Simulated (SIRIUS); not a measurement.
**Au and the effect of the dispersion correction**

The cell as given:

```cif
data_structure
_symmetry_space_group_name_H-M 'Fm-3m'
_symmetry_Int_Tables_number 225
_cell_length_a 4.0700
_cell_length_b 4.0700
_cell_length_c 4.0700
_cell_angle_alpha 90.000
_cell_angle_beta 90.000
_cell_angle_gamma 90.000
_cell_volume 67.42
loop_
_atom_site_label
_atom_site_type_symbol
_atom_site_symmetry_multiplicity
_atom_site_Wyckoff_symbol
_atom_site_fract_x
_atom_site_fract_y
_atom_site_fract_z
_atom_site_occupancy
Au1 Au 4 a 0.00000 0.00000 0.00000 1
```

Kept alike: task relaxation of cell and atoms; functional RPBE; k mesh 8 × 8 × 8; occupations fermi-dirac, width 0.05 eV; no spin polarisation. Program: SIRIUS, PseudoDojo 0.4.1 PBE standard (scalar relativistic), cutoff 1054 eV. The mesh is that of the run's cell of 1 atom. No spin-orbit coupling.

| dispersion correction | volume (Å³/atom) |
| --- | --- |
| D3(zero) | 18.209 |
| D4 | 17.222 |
| none | 18.524 |

The relaxations keep at least the cell's symmetry (Fm-3m). For a metal such a mesh leaves the last digits unconverged. Relaxations stop with a little pressure left, so the last digits of a volume or edge aren't settled. Runs of this series that gave no sound value for these columns are left out. All rows use potentials made for PBE.

Task: What does the dispersion correction change here?

Result: The volume runs from 17.222 (D4) to 18.524 Å³/atom (none). Against no correction: D3(zero) -1.7 %; D4 -7.0 %. Dispersion terms mostly attract and so lower the volume; the schemes' coefficients and damping set how far. Measured: 16.95 Å³/atom at 298 K (arxiv:1805.06931); nearest D4, 0.27 Å³/atom off. The runs are for a static lattice.

Both corrections contract gold, but only D4 removes most of the excess volume left by uncorrected RPBE, and even its 17.222 Å³/atom stays above the measured value. The expansion is typical of RPBE: its exchange enhancement rises steeply with the density gradient, which favours the more inhomogeneous densities of separated atoms and weakens metallic bonding, notably in the late 5d metals. Gold's filled, polarisable 5d shell adds a real dispersion attraction between the ion cores, on top of the bonding by the delocalised 6s electrons. The much smaller contraction with D3(zero) possibly reflects damping that suppresses the attraction at nearest-neighbour distances.

D4's closeness to experiment is probably in part a compensation of errors, since a pairwise attraction offsets underbinding that originates in the exchange functional, while conduction electrons screen the true interaction. Thermal expansion would move the computed volumes further from the measured one. The volumes alone don't show whether D4 also improves the cohesive energy or the bulk modulus.
